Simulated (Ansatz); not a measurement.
# WSi2N4 bilayer (AB) in a perpendicular field, part 3 of 3

What dipole does a perpendicular field induce in the WSi2N4 bilayer (AB), and does the gap follow? A positive field points along +c.

Ansatz 0.2.0; plane-wave DFT, PBE-D3(BJ), Ansatz PAW.

So far, gap on the k-mesh (eV): step 2 (relaxation) 2.23; step 3 (atoms held, field 0, start network) 2.23; step 4 (single point, field 0.1 V/Å) 2.31; step 5 (single point, field -0.1 V/Å) 2.02; step 6 (single point, field 0.2 V/Å) 2.10.

### 7. Single point, field 0.3 V/Å

Contents of input.yaml:

```yaml
crystal:
  lattice:
    - [2.8894549143, 0.0, 0.0]
    - [-1.4447274572, 2.5023413589, 0.0]
    - [0.0, 0.0, 35.0466550802]
  atoms:
    - { symbol: "N", position: [0.0, 0.0, 0.2568005414] }
    - { symbol: Si, position: [0.3333333333, 0.6666666667, 0.2717261916] }
    - { symbol: "N", position: [0.3333333333, 0.6666666667, 0.3217033145] }
    - { symbol: W, position: [0.0, 0.0, 0.3577619956] }
    - { symbol: "N", position: [0.3333333333, 0.6666666667, 0.393808657] }
    - { symbol: Si, position: [0.3333333333, 0.6666666667, 0.4437579445] }
    - { symbol: "N", position: [0.0, 0.0, 0.4585278694] }
    - { symbol: "N", position: [0.3333333333, 0.6666666667, 0.5414418799] }
    - { symbol: Si, position: [0.6666666667, 0.3333333333, 0.5562486116] }
    - { symbol: "N", position: [0.6666666667, 0.3333333333, 0.6061944167] }
    - { symbol: W, position: [0.3333333333, 0.6666666667, 0.6422368714] }
    - { symbol: "N", position: [0.6666666667, 0.3333333333, 0.6782967035] }
    - { symbol: Si, position: [0.6666666667, 0.3333333333, 0.7282737945] }
    - { symbol: "N", position: [0.3333333333, 0.6666666667, 0.7431994586] }
kpoints:
  mp_grid: { grid: [18, 18, 1] }
  band_path:
    path: [[0, 0, 0], [0.5, 0, 0], [0.33333333, 0.33333333, 0], [0, 0, 0]]
    npoints: 16
hamiltonian:
  xc: pbe
  dispersion: d3bj
scf:
  occupations: { method: fermi_dirac, width: 0.02585 }
  convergence: { dr2_threshold: 1.0e-10 }
efield:
  axis: 3
  dipole_correction: true
  ramp_position: 0.9526
  ramp_width: 0.0948
  amplitude: 0.3
output:
  write_potential: true
  write_density: true
  volumetric_format: npy
```

Started as:

```console
ansatz run input.yaml --threads 4 --pin off --max-ram 8192MiB --backend cpu --events-out ev --progress --plain --runs-dir out
```

Numbers of over 12 decimals in the logs are rounded to 6 here.

The log of the run:

```text
[...]
Crystal: 14 atoms, lattice volume = 253.401 Å³
Basis set: ecut = 420 eV, 4941 PW (Γ)
Bands: 56, of which v1, the nominal top of the filled ones, is band 42 counted from 1 (41 counted from 0)
Symmetry: 6 space group operations
[...]
k-points: 37 of 324 (time reversal used)
[...]
k-point 0: bands = [... 38 lower, 2.5367, 2.6428, 4.5139, 5.0325, 7.6214, 7.6214, 8.1335, 8.1335, ... 10 higher]
  k-point 1: bands = [... 38 lower, 2.4682, 2.7409, 4.4816, 4.9973, 7.4877, 7.6204, 8.0101, 8.1208, ... 10 higher]
  k-point 2: bands = [... 38 lower, 2.3281, 2.7813, 4.3255, 4.8376, 7.3438, 7.6236, 7.8704, 8.0380, ... 10 higher]
  k-point 36: bands = [... 38 lower, 2.8827, 3.4141, 4.1955, 4.7082, 6.9715, 7.4823, 7.9528, 8.4830, ... 10 higher]
[key lines of the parts left out:]
SCF converged after 16 iterations
Free energy (F): -26401.446521 eV
Fermi energy:    5.957371 eV
Dipole field:    D = 0.137906 V/Å  (p = 0.193121 e·Å, saw-weighted, corrected)
```

The job ended after 61 s (4 threads of Intel Xeon at 2.50GHz (Skylake/Cascade Lake), shared host; peak memory 0.96 GiB).

The dipole is 0.193 e·Å, 0.187 e·Å from its value without field, and the gap 1.857 eV.

### 8. Response, atoms held

This step: plane-wave DFT, PBE-D3(BJ), Ansatz PAW; response to a field along the normal, atoms held (Ansatz 0.2.0).

The dipoles give the slope, and the difference of two potentials shows where the field is screened.

This step gave:

```
equivalent conductor thickness p/(ε₀AE) : 15.60 Å
distance between the outer atoms        : 17.05 Å
```

The dipole of the cell by applied field:

```tsv
applied field (V/Å)	dipole of the cell (e·Å)
-0.100	-0.0563
0.000	0.00606
0.100	0.0684
0.200	0.131
0.300	0.193
```

Local field over the applied field, running mean. From the potentials at -0.1 and 0.1 V/Å; running mean over 2.8 Å. The local field over applied field by z:

z (Å), local field over applied field and a bar:
```
        5      0.998 ##############################
        6      0.979 #############################
        7      0.848 #########################
        8      0.560 ################
        9      0.313 ########
       10      0.183 ###
       11      0.151 ##
       12      0.088 
       13      0.084 
       14      0.148 ##
       15      0.179 ###
       16      0.291 #######
       17      0.404 ###########
       18      0.407 ###########
       19      0.295 #######
       20      0.180 ###
       21      0.149 ##
       22      0.086 
       23      0.085 
       24      0.149 ##
       25      0.180 ###
       26      0.304 #######
       27      0.545 ###############
       28      0.836 #########################
       29      0.976 #############################
       30      0.998 ##############################
```

The induced electron density oscillates, so the rows of the table below give means over windows of 1 Å about each position, cut where the curve ends. Its first 14 maxima inside the range that stand out by 2 % of the span (Å: e/Å³ per V/Å): 8.2: 0.00386, 9.2: 0.00123, 10.5: 0.00156, 11.4: 0.00122, 13.3: 3.7e-4, 14.0: -3.2e-4, 15.3: 0.00223, 16.2: -5.2e-4, 18.3: 0.00341, 19.1: 0.00130, 20.4: 0.00153, 21.3: 0.00129, 23.2: 4.1e-4, 24.1: -3.0e-4. Its first 14 minima: 8.9: 5.2e-4, 9.8: -0.00219, 11.0: 3.0e-4, 11.8: -4.1e-4, 13.7: -0.00130, 14.6: -0.00153, 15.9: -0.00126, 16.8: -0.00343, 18.8: 4.7e-4, 19.7: -0.00223, 21.0: 3.2e-4, 21.8: -3.7e-4, 23.7: -0.00122, 24.5: -0.00156.

Electrons, planar mean, per unit field. Table of induced electron density by z; means over each step:

```tsv
z (Å)	induced electron density (e/Å³ per V/Å)
5	7.5e-6
6	9.0e-5
7	8.1e-4
8	0.00310
9	8.6e-4
10	-5.9e-4
11	9.2e-4
12	-6.6e-5
13	9.8e-5
14	-8.4e-4
15	3.5e-4
16	-5.7e-4
17	-0.00234
18	0.00225
19	7.5e-4
20	-4.9e-4
21	8.9e-4
22	-8.0e-5
23	9.5e-5
24	-8.8e-4
25	4.5e-4
26	-6.7e-4
27	-0.00312
28	-8.8e-4
29	-1.0e-4
30	-8.3e-6
```

The smaller of the gaps on the path and on the k-mesh, counted as 0 under 0.03 eV. Table of gap by applied field:

```tsv
applied field (V/Å)	gap (eV)
-0.100	2.02
0.000	2.23
0.100	2.31
0.200	2.10
0.300	1.86
```

By hand: between -0.1 and 0.1 V/Å the dipole changes by 0.1247 e·Å, a slope of 0.6234 e·Å²/V. A perfect conductor of thickness t has p = ε₀AEt, so t = 180.95 × 0.6234 / 7.230 = 15.60 Å (e/ε₀ = 180.95 V·Å, A in Å²).

The induced dipole is that of a conductor 15.60 Å thick.

### 9. Summary of results

```yaml
gap_without_field: 2.23 eV
ionisation_energy_upper_face: 5.17 eV
electron_affinity_upper_face: 2.94 eV
step_between_the_vacuum_levels: -0.152 eV
equivalent_conductor_thickness_atoms_held: 15.6 Å
```

What this shows: The induced dipole equals that of a perfect conductor 15.60 Å thick, while the outer atoms lie 17.05 Å apart; an out-of-plane ε follows only once a thickness t is chosen, by 1 − 1/ε = 15.60 Å / t. The two faces differ: the vacuum level above lies 0.15 eV lower than the one below. The gap goes from 2.23 eV to 1.86 eV at 0.3 V/Å. With the field reversed the gap is 2.02 eV at -0.1 V/Å. Semilocal functionals give gaps that are too small, and excitons are not included. Spin-orbit coupling is left out, which matters for the bands of elements this heavy. The outer anions sit over the metal atoms, one of several polytypes of such layers and not the lowest for every compound.

[Logs are printed without paths, hosts, clocks, repeated set-up lines and the standing remarks that a program may print on its own settings, such as how far it seeks lower states.]

[Hosts, paths, dates, database ids (printed as entryN), source tags and the programs' standing remarks are cut or masked in the printed files.]

[Maps of the electrostatic potential energy from Ansatz leave out the sawtooth potential of an applied field or a dipole correction, so their vacuum need not be flat; planar profiles and work functions include it.]
